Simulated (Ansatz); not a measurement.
CuCl: band gap against volume per atom

Results calculated with Ansatz 0.2.0, not measured. Periodic Kohn-Sham DFT of a crystal at fixed atoms; Kohn-Sham levels at symmetry points; band -1 is the highest filled and +1 the lowest empty one at that point, spin up along a +z start moment.

Cell of the first row (space group F-43m, No. 216):
```
cell vectors (Å)
   0.0000     2.6548     2.6548
   2.6548     0.0000     2.6548
   2.6548     2.6548     0.0000
atoms (fractions of the cell vectors)
Cu  0.00000  0.00000  0.00000
Cl  0.75000  0.75000  0.75000
```

Settings of every row: method all-electron LAPW; functional LDA; relativity scalar; k mesh 13x13x13; filling fermi-dirac; smearing width 0.05 eV; basis error target 0.25 meV/atom; nucleus gaussian.

Atom start moment: 0 on all atoms.

Limits: semilocal functionals tend to give too small a gap.

Limits of some rows: small gap, it may come from the mesh (row 5, 6, 7, 8, 9).

| row | volume per atom (Å³) | band gap (eV) | smallest direct gap on path (eV) |
| --- | --- | --- | --- |
| 1 | 18.71 | 0.51 | 0.51 |
| 2 | 19.109 | 0.467 | 0.467 |
| 3 | 19.507 | 0.427 | 0.427 |
| 4 | 19.706 | 0.408 | 0.408 |
| 5 | 19.905 | 0.39 | 0.39 |
| 6 | 20.104 | 0.372 | 0.372 |
| 7 | 20.303 | 0.355 | 0.355 |
| 8 | 20.701 | ? | ? |
| 9 | 21.099 | 0.294 | 0.294 |

Question: what band gap should row 8 give?

Worked fit of band gap. Take t = volume per atom − 20, in Å³. The shown rows have t = -1.29, -0.891, -0.493, -0.294, -0.095, 0.104, 0.303, 1.099. Least squares give band gap = 0.3812 − 0.08876 × t + 0.00856 × t² eV; a straight line predicts inner rows, each left out in turn, worse (root mean square 0.0037 against 0.00017 eV). All shown rows lie on it to the printed digit. The withheld row has t = 0.701, so the fit gives 0.3812 − 0.08876 × (0.701) + 0.00856 × (0.701)² = 0.323 eV.

The calculation gave 0.323 eV. The fit meets it to the printed digit.

The other values of row 8: smallest direct gap on path 0.323 eV.
